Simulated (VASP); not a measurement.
Input of a VASP 6.6.1 run:

The input POSCAR:

```
SrTiO3                                  
1.0
    3.9029101995      0.0000000000      0.0000000000
   -0.0000000000      3.9029101995      0.0000000000
    0.0000000000      0.0000000000      3.9029101995
  Sr              Ti              O             
     1     1     3
Direct
     0.0000000000000000    0.0000000000000000    0.0000000000000000
     0.5000000000000000    0.5000000000000000    0.5000000000000000
     0.5000000000000000    0.5000000000000000    0.0000000000000000
     0.0000000000000000    0.5000000000000000    0.5000000000000000
     0.5000000000000000    0.0000000000000000    0.5000000000000000
```

The input INCAR.step1:

```
SYSTEM = SrTiO3
PREC = Accurate
ENCUT = 520
EDIFF = 1E-5
ISMEAR = 0
SIGMA = 0.02
LREAL = .False.
LASPH = .True.
NELM = 100
ALGO = Normal
ISIF = 2
LWAVE = .True.
LCHARG = .False.
LMAXMIX = 4
GGA = PE
```

INCAR.step2

```
SYSTEM = SrTiO3
PREC = Accurate
ENCUT = 520
EDIFF = 1E-6
ISMEAR = 0
SIGMA = 0.02
LREAL = .False.
LASPH = .True.
NELM = 100
ALGO = Normal
ISIF = 2
LWAVE = .False.
LCHARG = .False.
LMAXMIX = 4
GGA = PE
LHFCALC = .True.
HFSCREEN = 0.2
PRECFOCK = Fast
ISTART = 1
```

File KPOINTS:

```
Automatic mesh
0
Gamma
  6 6 6
  0 0 0
```

Contents of KPOINTS_OPT:

```
path GXMGRX,MR
8
line-mode
reciprocal
 0.0000000000  0.0000000000  0.0000000000  G
 0.0000000000  0.5000000000  0.0000000000  X

 0.0000000000  0.5000000000  0.0000000000  X
 0.5000000000  0.5000000000  0.0000000000  M

 0.5000000000  0.5000000000  0.0000000000  M
 0.0000000000  0.0000000000  0.0000000000  G

 0.0000000000  0.0000000000  0.0000000000  G
 0.5000000000  0.5000000000  0.5000000000  R

 0.5000000000  0.5000000000  0.5000000000  R
 0.0000000000  0.5000000000  0.0000000000  X

 0.5000000000  0.5000000000  0.0000000000  M
 0.5000000000  0.5000000000  0.5000000000  R
```

Potentials or basis: VASP PAW PBE potentials, release 64 (Sr_sv, Ti_sv, O).

Command:

```sh
$ cat potpaw_PBE.64/Sr_sv/POTCAR potpaw_PBE.64/Ti_sv/POTCAR potpaw_PBE.64/O/POTCAR > POTCAR
$ cp INCAR.step1 INCAR
$ mpirun -np 1 vasp_std > vasp.out
$ cp INCAR.step2 INCAR
$ mpirun -np 1 vasp_std > vasp.out
```

Problem. What does it give for the pressure?

Solution. -0.6 GPa.

Problem. Predict the band gap along the path.

Solution. 3.33 eV, indirect (least direct gap 3.71 eV).

Levels at the corners of the path, in eV from the valence-band top:
```
point  band 18  band 19  band 20  band 21  band 22  band 23
    Γ    -0.38    -0.38    -0.38     3.33     3.33     3.33
    X    -2.09    -0.80    -0.80     3.52     5.46     5.46
    X    -2.09    -0.80    -0.80     3.52     5.46     5.46
    M    -1.71    -1.71    -0.09     5.47     5.47     6.04
    M    -1.71    -1.71    -0.09     5.47     5.47     6.04
    Γ    -0.38    -0.38    -0.38     3.33     3.33     3.33
    Γ    -0.38    -0.38    -0.38     3.33     3.33     3.33
    R     0.00     0.00     0.00     6.28     6.28     6.28
    R     0.00     0.00     0.00     6.28     6.28     6.28
    X    -2.09    -0.80    -0.80     3.52     5.46     5.46
    M    -1.71    -1.71    -0.09     5.47     5.47     6.04
    R     0.00     0.00     0.00     6.28     6.28     6.28
```

Caveat: the PAW data sets were made with another functional, which shifts forces and pressure a little.
